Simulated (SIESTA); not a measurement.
# MnO under changes of volume

One of the cells (10.999 Å³/atom); the others are scaled copies at fixed shape and fractional positions:

```
Mn O
1.0
     0.00000    2.22391    2.22391
     2.22391    0.00000    2.22391
     2.22391    2.22391    0.00000
Mn O
1 1
Direct
  0.00000 0.00000 0.00000
  0.50000 0.50000 0.50000
```

The cell is a database's computed one.

```yaml
Program: SIESTA 5.4.2
Functional: LDA
Potentials_or_basis: PseudoDojo 0.4 standard (LDA files)
Basis: DZP (energy shift 0.003 Ry; two zetas on semicore shells)
Grid_cutoff: 800 Ry
Energy_shift: 0.003 Ry
k_mesh: 8 × 8 × 8
Occupations: fermi-dirac, width 0.05 eV
Spin: collinear spin, ferromagnetic start
Starting_moments: "[4.0, 0.0] μB"
```

| volume (Å³/atom) | energy over the lowest point (meV/atom) | pressure (GPa) | moment (μB per cell) |
| --- | --- | --- | --- |
| 10.339 | 0.00 | -8.0 | 4.52 |
| 10.559 | 11.22 | -10.0 | 4.60 |
| 10.779 | ? | ? | ? |
| 10.999 | 46.22 | -15.0 | 4.65 |
| 11.219 | 67.69 | -16.3 | 4.72 |
| 11.439 | 90.44 | -17.5 | 4.78 |
| 11.659 | 114.86 | -18.8 | 4.83 |

Q: What does the run at 10.779 Å³/atom give?

A: Energy over the lowest point 26.77 meV/atom; pressure -12.9 GPa; moment 4.62 μB per cell.

Worked out: A Birch-Murnaghan fit of order 3 (a polynomial in V^(-2/3)) to the other rows has its minimum at 10.05 Å³/atom, just outside them, with B0 = V·E''(V) = 254 GPa (rough, since the energies scatter). It gives 27.08 meV/atom at 10.779 Å³/atom, against the run's 26.77, and -dE/dV = -12.8 GPa, against -12.9. A parabola through the other rows of the moment, of slope 0.212 μB per Å³/atom there, gives 4.62 μB, against the run's 4.62.

Energies are extrapolated to zero smearing.

Caveats: short orbitals over semicore shells can move pressures by several GPa; the basis of atomic orbitals isn't converged, which shifts pressures, moduli and gaps; a cell with one magnetic atom can't hold antiferromagnetic order, which such compounds often take.
